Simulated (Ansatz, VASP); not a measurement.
## Ba in VASP and in Ansatz

The input INCAR:

```
PREC     = Accurate       # precision mode
ENCUT    = 520            # plane-wave cutoff, eV
EDIFF    = 1E-7           # SCF threshold, eV
ISMEAR   = -1             # smearing method
SIGMA    = 0.05           # smearing width, eV
LREAL    = False          # projectors in reciprocal space
LASPH    = True           # aspherical terms in the spheres
NELM     = 60             # most SCF steps
ALGO     = Normal         # electronic algorithm
ISIF     = 2              # what is computed and relaxed
LWAVE    = False          # write WAVECAR
LCHARG   = False          # write CHGCAR
GGA      = PE             # functional
NBANDS   = 11             # bands
```

The input KPOINTS:

```
regular mesh
0
Gamma
  7 7 7
```

The input POSCAR:

```
Ba
1.0
    0.0000000000      3.2540740042      3.2540740042
    3.2540740042      0.0000000000      3.2540740042
    3.2540740042      3.2540740042      0.0000000000
Ba
1
Direct
    0.0000000000      0.0000000000      0.0000000000
```

File input.yaml:

```yaml
crystal:
  lattice:
    - [0.0, 3.2540740042, 3.2540740042]
    - [3.2540740042, 0.0, 3.2540740042]
    - [3.2540740042, 3.2540740042, 0.0]
  atoms:
    - { symbol: Ba, position: [0.0, 0.0, 0.0] }
hamiltonian:
  xc: pbe
  pseudopotentials: { kind: paw }
kpoints:
  mp_grid: { grid: [7, 7, 7] }
scf:
  occupations: { method: fermi_dirac, width: 0.05 }
output:
  forces: true
  stress: true
  eigenvalues: true
```

Change from the starting cell: volume scaled by 1.02.

Alike in both runs: task single point; functional PBE; k mesh 7 × 7 × 7; occupations fermi-dirac, width 0.05 eV; no spin polarisation.

```csv
,VASP,Ansatz
version,VASP 6.6.1,Ansatz 0.2.0
potentials or method,"VASP PAW PBE potentials, release 64 (Ba_sv)",Ansatz PAW
plane-wave cutoff (eV),520,420
valence electrons in the cell,10,10
```

```tsv
	VASP	Ansatz	Ansatz less VASP
gap on the k mesh at the Fermi level (eV)	none	none	-
pressure (GPa)	-0.5	-0.5	-0.03
```

A gap of «none» marks a metal or a gap that the smearing closes.

The runs have no spin-orbit coupling, so splittings on Ba are missing.
